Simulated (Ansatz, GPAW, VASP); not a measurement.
## One calculation of ZnS, 4 ways

```xyz
2
Lattice="0.0000 2.7020 2.7020 2.7020 0.0000 2.7020 2.7020 2.7020 0.0000" Properties=species:S:1:pos:R:3 pbc="T T T"
Zn    4.0530    4.0530    4.0530
S     0.0000    0.0000    0.0000
```

Alike in all runs: task single point; functional RPBE; k mesh 9 × 9 × 9; occupations gaussian, width 0.05 eV; no spin polarisation; no spin-orbit coupling. Pressure is positive in compression and, in plane waves, holds the error of the finite cutoff, which Ansatz's Pulay term estimates and takes out.

```
                                                    program and potentials  plane-wave cutoff (eV)                                                                                   notes  pressure (GPa)
                                                        Ansatz, Ansatz PAW                     420  potentials made for PBE, which Ansatz adapts in part; Pulay term of +0.08 GPa included            4.19
                            Ansatz, all-electron LAPW, scalar-relativistic                       -                                                                                       -            4.19
                                         VASP, PBE PAW files S, Zn, 520 eV                     520                                                                 potentials made for PBE            4.33
GPAW, the program's PAW data sets (release 1.2.1) made for this functional                     600                                                                                       -            4.49
```

The pressure spans 4.19 (Ansatz, Ansatz PAW) to 4.49 GPa (GPAW, the program's PAW data sets (release 1.2.1) made for this functional), with all-electron results at 4.19. Some sets were made for another functional than the one run, which can shift their rows.

Differences between rows come from potentials, basis sets and numerical settings, since the functional is the same but for its coding. Runs on potential files found faulty are left out.
